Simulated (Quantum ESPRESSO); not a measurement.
**CoO in Quantum ESPRESSO: the effect of functional**

CoO:

```
Co O
1.0
     2.57053    0.00000    0.00000
     0.00000    2.57053    0.00000
     0.00000    0.00000    2.57053
Co O
1 1
Direct
  0.00000 0.00000 0.00000
  0.50000 0.50000 0.50000
```

Measurements of this composition are mostly on another form, of space group No. 225.

Alike in all runs:

| Quantity | Value |
| --- | --- |
| Program | Quantum ESPRESSO 7.5 |
| Task | single point |
| Potentials or basis | SPMS 1.0 PBE |
| Cutoff | 1197 eV |
| Density cutoff | 4789 eV |
| k mesh | 7 × 7 × 7 |
| Occupations | gaussian, width 0.05 eV |
| Spin | collinear spin, ferromagnetic start |
| Starting moments | [3.0, 0.0] μB |
| Hubbard terms | Co d U = 2 eV |

| functional | gap on the mesh (eV) | pressure (GPa) |
| --- | --- | --- |
| PBEsol | 0.70 | 9.3 |
| revPBE | ? | ? |
| RPBE | 1.08 | 27.7 |
| PW91 | 0.97 | 19.5 |

Task: What does the run with functional revPBE give?

Result: gap on the mesh 1.06 eV; pressure 25.8 GPa.

Caveats: the potentials were made for another functional, which shifts forces and pressure; an odd mesh through Γ misses points on the zone boundary, where band edges often lie; a cell with one magnetic atom can't hold antiferromagnetic order, which such compounds often take.

Runs at the PBE level aren't shown here.
